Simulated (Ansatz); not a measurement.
## GaN: how strain makes field gradients

```
CELL_PARAMETERS angstrom
0.00000 1.99250 1.99250
1.99250 0.00000 1.99250
1.99250 1.99250 0.00000
ATOMIC_POSITIONS crystal
Ga 0.50000 0.50000 0.50000
N 0.00000 0.00000 0.00000
```

Atoms are numbered in the order listed.

The geometry is COD entry 1536825, unchecked; take it as a test cell.

The calculation used Ansatz 0.2.0, DFT, PBEsol, all-electron PAW with datasets made for the crystal, scalar-relativistic.

Sampling and basis: a Γ-centred 13×13×13 k mesh, Fermi–Dirac smearing of 0.02 eV, cutoff 460 eV (chosen by the program for this cell), no spin polarisation.

The strain is applied along the Cartesian axes of the cell as listed (γ is the engineering shear, twice εxy = εyz = εzx). Fractional coordinates are held (clamped ions).

The columns are Cartesian components of the electric field gradient at the nuclei, in 10²¹ V/m².

Only quantities that a quadratic follows smoothly over the whole series are listed; rougher ones are left out.

```
      γ  Vxy at Ga1  Vxy at N2
-0.0300        0.49      -0.68
-0.0200        0.32      -0.46
 0.0000        0.00       0.00
 0.0100       -0.16       0.24
 0.0200       -0.32       0.47
 0.0300       -0.48       0.72
```

(1) Fit the series and give the gradient–strain slopes.

(2) One run, at γ = -0.0100, is withheld. Predict its row.

## Answers

(1) Least-squares fits y = p0 + p1 x + p2 x² to the rows give Vxy at Ga1: p1 = -16.1, p2 = 5.6; Vxy at N2: p1 = 23.3, p2 = 21. The slopes p1 are in 10²¹ V/m² per unit strain, for clamped ions.

(2) The fits give 0.16, -0.23; the run gave 0.16, -0.23.
